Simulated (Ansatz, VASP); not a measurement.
This is a calculation of GaP for Ansatz 0.2.0. 

File input.yaml:

```yaml
crystal:
  lattice:
    - [0.0, 2.72525, 2.72525]
    - [2.72525, 0.0, 2.72525]
    - [2.72525, 2.72525, 0.0]
  atoms:
    - { symbol: Ga, position: [0.0, 0.0, 0.0] }
    - { symbol: P, position: [0.75, 0.75, 0.75] }
kpoints:
  mp_grid: { grid: [6, 6, 6] }
scf:
  occupations: { method: fermi_dirac, width: 0.05 }
hamiltonian:
  xc: pbesol
  pseudopotentials: { kind: all_electron, lapw: { basis_error: 0.001 } }
output:
  forces: true
  stress: true
relax:
  f_tol: 0.005
  max_steps: 60
  cell: {}
```

Potentials or basis: all-electron LAPW, scalar-relativistic.

The run is started by

```bash
$ ansatz run input.yaml --threads 1 --pin off --max-ram 3072MiB --backend cpu --events-out ev --progress --plain --runs-dir out
```

Question: Set up the same calculation for VASP 6.6.1. Potentials or basis there: PBE PAW files Ga_d, P, 600 eV.

Answer: As run (cutoffs and basis follow the program's own potentials, and thresholds, step limits or extra output files can differ):

INCAR

```
SYSTEM = GaP
PREC     = Accurate       ! precision mode
ENCUT    = 600            ! plane-wave cutoff, eV
EDIFF    = 1E-6           ! SCF threshold, eV
ISMEAR   = -1             ! smearing method
SIGMA    = 0.05           ! smearing width, eV
LREAL    = .False.        ! projectors in reciprocal space
LASPH    = .True.         ! aspherical terms in the spheres
NELM     = 100            ! most SCF steps
ALGO     = Normal         ! electronic algorithm
ISIF     = 3              ! what is computed and relaxed
LWAVE    = .False.        ! write WAVECAR
LCHARG   = .False.        ! write CHGCAR
GGA      = PS             ! functional
IBRION   = 2              ! ionic algorithm
NSW      = 40             ! ionic steps
EDIFFG   = -0.01          ! ionic threshold
```

Contents of KPOINTS:

```
regular mesh
0
Gamma
  6 6 6
  0 0 0
```

File POSCAR:

```
GaP
1.0
    0.0000000000      2.7252500000      2.7252500000
    2.7252500000      0.0000000000      2.7252500000
    2.7252500000      2.7252500000      0.0000000000
Ga P
1 1
Direct
    0.0000000000      0.0000000000      0.0000000000
    0.7500000000      0.7500000000      0.7500000000
```

Potentials or basis: VASP PAW PBE potentials, release 64 (Ga_d, P).

Command:

```console
$ cat potpaw_PBE.64/Ga_d/POTCAR potpaw_PBE.64/P/POTCAR > POTCAR
$ mpirun -np 1 vasp_std > vasp.out
```

Both were run:

|  | Ansatz | VASP |
| --- | --- | --- |
| Relaxed volume | 20.11 Å³/atom | 20.10 Å³/atom |
| Relaxed cell | a = 3.846 Å, b = 3.846 Å, c = 3.846 Å, α = 60.00°, β = 60.00°, γ = 60.00° | a = 3.845 Å, b = 3.845 Å, c = 3.845 Å, α = 60.00°, β = 60.00°, γ = 60.00° |
| Space group after relaxing | F-43m (No. 216) | F-43m (No. 216) |
| Pressure after relaxing | 0.0 GPa | 0.0 GPa |

VASP's potentials were made for PBE.

Where Ansatz's input types no cutoff or centring, it takes its own default and a Γ-centred mesh.

Pressure is positive in compression.
